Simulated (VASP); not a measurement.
Here is a VASP 6.6.1 calculation.

The input INCAR:

```
SYSTEM = C
PREC = Accurate
ENCUT = 600
EDIFF = 1E-7
ISMEAR = -1
SIGMA = 0.05
LREAL = .FALSE.
LASPH = .TRUE.
NELM = 80
ALGO = Normal
ISIF = 3
LWAVE = .FALSE.
LCHARG = .FALSE.
GGA = PE
IVDW = 13
IBRION = 2
NSW = 40
EDIFFG = -0.01
```

Contents of KPOINTS:

```
regular mesh
0
G
  13 13 13
  0 0 0
```

The input POSCAR:

```
C
1.0
    0.0000000000      1.7833700000      1.7833700000
    1.7833700000      0.0000000000      1.7833700000
    1.7833700000      1.7833700000      0.0000000000
C
2
Direct
    0.7500000000      0.7500000000      0.7500000000
    0.5000000000      0.5000000000      0.5000000000
```

Potentials or basis: VASP PAW PBE potentials, release 64 (C).

Launch:

```bash
$ cat potpaw_PBE.64/C/POTCAR > POTCAR
$ mpirun -np 1 vasp_std > vasp.out
```

(1) Predict the relaxed cell.

(2) Estimate the relaxed volume.

Answers

(1) a = 2.515 Å, b = 2.515 Å, c = 2.515 Å, α = 60.00°, β = 60.00°, γ = 60.00°.

(2) 5.63 Å³/atom.

The cell as given is a measured one (5.67 Å³/atom); PBE+D4 puts the equilibrium volume -0.8 % from it, thermal expansion not counted.
